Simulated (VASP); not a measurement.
## K: single point with PBE+D3(BJ)

The system is K.

```
K
1.0
     0.00000    3.25975    3.25975
     3.25975    0.00000    3.25975
     3.25975    3.25975    0.00000
K
1
Direct
  0.00000 0.00000 0.00000
```

This isn't the form of K at room conditions, which is bcc.

- Program: VASP 6.6.1
- Task: single point
- Functional: PBE
- Dispersion: D3(BJ)
- Potentials or basis: VASP PAW PBE potentials, release 64 (K_sv)
- Cutoff: 520 eV
- k mesh: 12 × 12 × 12
- Occupations: gaussian, width 0.1 eV
- Spin: no spin polarisation
- Dipole correction: no
- Further INCAR settings: ALGO = Normal; EDIFF = 1e-06; NBANDS = 10

The pressure is 0.0 GPa, the band gap on the k mesh is none (metal or under the smearing width) and the dispersion energy per atom is -0.120 eV.

Levels at points of the mesh, in eV from the Fermi level:
| k point | band 2 | band 3 | band 4 | band 5 | band 6 | band 7 | band 8 | band 9 |
| --- | --- | --- | --- | --- | --- | --- | --- | --- |
| (0.00, 0.00, 0.00) | -15.52 | -15.52 | -15.52 | -2.23 | 4.28 | 4.28 | 4.28 | 5.58 |
| (0.50, 0.00, 0.00) | -15.60 | -15.53 | -15.53 | 0.34 | 0.59 | 4.06 | 4.06 | 6.37 |
| (0.50, 0.50, 0.00) | -15.60 | -15.55 | -15.55 | 0.91 | 1.47 | 2.34 | 5.16 | 5.16 |

It took 56 s on 1 thread of Intel(R) Xeon(R) Platinum 8488C (Sapphire Rapids) (shared host), peak memory 0.21 GiB.

Caveat: pairwise dispersion overbinds metals, which lowers pressure and volume.
